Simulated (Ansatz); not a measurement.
**Gd (R-3m): equation of state**

The task here is to estimate one member of a computed series from the others.

Method: DFT PBE+U (U_eff = 6 eV on Gd 4f), scalar-relativistic, plane waves, PAW, in Ansatz 0.2.0.

1 further run of the same task is left out (it didn't finish).

### The starting structure

It takes space group R-3m (No. 166, trigonal). Conventional cell: a = 3.582 Å, b = 3.582 Å, c = 8.916 Å, α = 90.00°, β = 90.00°, γ = 120.00°. Gd (site symmetry -3m) is surrounded by 12 Gd at 3.58 to 3.62 Å.

Structure file:

```cif
data_structure
_symmetry_space_group_name_H-M 'R-3m:H'
_symmetry_Int_Tables_number 166
_cell_length_a 3.5825
_cell_length_b 3.5825
_cell_length_c 8.9161
_cell_angle_alpha 90.000
_cell_angle_beta 90.000
_cell_angle_gamma 120.000
_cell_volume 99.10
loop_
_atom_site_label
_atom_site_type_symbol
_atom_site_symmetry_multiplicity
_atom_site_Wyckoff_symbol
_atom_site_fract_x
_atom_site_fract_y
_atom_site_fract_z
_atom_site_occupancy
Gd1 Gd 3 a 0.00000 0.00000 0.00000 1
```

This cell comes from an earlier session at PBE+U (U_eff = 6 eV on Gd 4f): 33.033 Å³/atom at 0.01 GPa, on a 14×14×14 mesh. The large moments point both ways and cancel.

Volume factors to run: 0.980, 1.020, 0.960, 1.040.

The first run:

Input file input.yaml:

```yaml
crystal:
  lattice:
    - [-2.5700226354, -2.5700226354, 5.0862281955]
    - [-5.0862281955, -2.5700226354, 2.5700226354]
    - [-2.5700226354, -5.0862281955, 2.5700226354]
  atoms:
    - { symbol: Gd, position: [0.0, 0.0, 0.0], spin: 8.11 }
    - { symbol: Gd, position: [0.5, 0.5, 0.5], spin: -8.11 }
basis:
  ecutwfc: 420
  ecutrho_ratio: 4
kpoints:
  mp_grid: { grid: [14, 14, 14] }
hamiltonian:
  xc: pbe
  hubbard:
    sites:
      - { species: Gd, l: f, u_eff: 6.0, starting_ns: start.occupation_matrices }
    ns_hold: { iters: 6 }
scf:
  occupations: { method: gaussian, width: 0.05 }
  lower_state_search: "off"
output:
  forces: true
  stress: true
  eigenvalues: true
  populations: true
magnetization:
  spin_polarized: true
relax:
  f_tol: 0.01
  max_steps: 40
  cell: { stress_tol: 0.1, fix: [volume] }
```

The open shells start from the occupation matrices of the run at the neighbouring geometry (file start.occupation_matrices).

Launch:

```
$ ansatz run input.yaml --threads 2 --pin off --max-ram 5120MiB --backend cpu --events-out ev --progress --plain --runs-dir out
```

Among the steps run: At 0.980 of the relaxed volume; Volume × 1.020; Scaling the volume by 0.960; At 1.040 of the relaxed volume.

One table of the session follows, with a row left open; its other results are not shown here.

It belongs to the step «Energy and pressure against volume». 

| volume (Å³/atom) | energy (meV/atom) | pressure (GPa) | moment of atom 1 (μB) |
| --- | --- | --- | --- |
| 31.712 | 6.58 | 1.65 | 7.36 |
| 32.373 | 1.60 | 0.79 | 7.37 |
| 33.033 | 0.00 | 0.01 | 7.38 |
| 33.694 | ? | ? | ? |
| 34.355 | 5.84 | -1.37 | 7.39 |

Estimate the missing values for volume (Å³/atom) = 33.694.

Worked estimate for «energy (meV/atom)». A straight line through the neighbours (33.033, 0.00) and (34.355, 5.84) gives 0.00 + (5.84 − 0.00) × (33.694 − 33.033) / (34.355 − 33.033) = 2.92; a parabola fitted to 3 rows on both sides gives 1.41.

The run gave: energy (meV/atom): 1.50; pressure (GPa): -0.71; moment of atom 1 (μB): 7.38. In «energy (meV/atom)» the line misses by +1.42 and the parabola by -0.09.

To keep in mind: Warnings in the runs' records: filled band counts differ across k points, stability check not made, saved state not lowest.
